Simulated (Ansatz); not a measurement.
## A Ba vacancy and an O vacancy, 5.09 Å apart on the ideal sites in cubic perovskite BaHfO3, 38 atoms, charge 0

All numbers come from Ansatz (PAW, plane waves, no spin–orbit coupling) at the single k point (¼, ¼, ¼) without its symmetry partners. The atoms were relaxed with PBEsol in a fixed cell; other functionals are single points on those atoms unless said otherwise. The valence top and gap of the host come from its small cell on a dense mesh, with the band extrema sought between the mesh points, lined up by the mean potential, PBEsol gap 3.58 eV, HSE06 gap 5.21 eV.

Relaxed structure:

```
Ba Hf O
1.0
     8.31519    0.00000    0.00000
     0.00000    8.31519    0.00000
     0.00000    0.00000    8.31519
Ba Hf O
7 8 23
Direct
  0.99117 0.99165 0.99909
  0.99118 0.99165 0.49993
  0.99038 0.50705 0.00022
  0.98058 0.50622 0.50005
  0.50653 0.99094 0.00019
  0.50575 0.98125 0.50004
  0.50702 0.50740 0.00117
  0.25305 0.25358 0.26843
  0.25329 0.25385 0.73191
  0.25049 0.74696 0.24887
  0.25080 0.74672 0.75121
  0.74657 0.25102 0.24892
  0.74621 0.25127 0.75124
  0.74560 0.74612 0.25301
  0.74544 0.74597 0.74707
  0.24461 0.24545 0.50014
  0.24729 0.75663 0.00015
  0.24382 0.76603 0.50021
  0.75586 0.24800 0.00019
  0.76550 0.24431 0.50029
  0.75093 0.75142 0.00027
  0.75763 0.75827 0.50029
  0.00746 0.24979 0.23228
  0.00830 0.25050 0.76915
  0.99963 0.75070 0.25257
  0.99975 0.75111 0.74817
  0.49419 0.24565 0.21889
  0.49496 0.24661 0.78039
  0.49889 0.76029 0.24405
  0.49905 0.76080 0.75660
  0.24908 0.00805 0.23231
  0.24982 0.00884 0.76886
  0.24527 0.49471 0.21866
  0.24617 0.49555 0.78052
  0.75030 0.00022 0.25255
  0.75068 0.00026 0.74833
  0.75954 0.49951 0.24419
  0.76021 0.49957 0.75656
```

Chemical potentials μ are those of reference phases of the elements at zero temperature by the same functional (the usual solids, diamond for C, grey Sn, and the molecules H2, N2, O2, F2, Cl2, Br2 and S8).

```
functional  E(defect) − E(host) − Σ nμ + q·E_VBM (eV)  monopole (eV)  alignment (eV)  formation energy at E_F = VBM (eV)  moment (μB)                            wall time, shared host
    PBEsol                                       9.58           0.00            0.00                                9.58  0 (no spin)  18 s on 8 threads of Platinum 8488C (relaxation)
```

Question: Estimate the formation energy and moment that HSE06 gives on these atoms.

Answer: 9.56 eV at E_F = VBM, moment 0 (no spin).

HSE06 one-electron levels near the gap (the ten most localised at most), from the host's valence top:

```csv
level (eV),spin,filling,atoms sharing it,element of the atom with most weight
4.08,both,0.00,10.1,Hf
```

All elements are taken at their own reference at once; growth conditions in equilibrium with the host shift these energies, by up to the host's formation enthalpy.

The ideal cubic host may itself distort, and that gain is in these energies.

One k point and a cell of this size can leave errors of several tenths of an eV in such numbers.
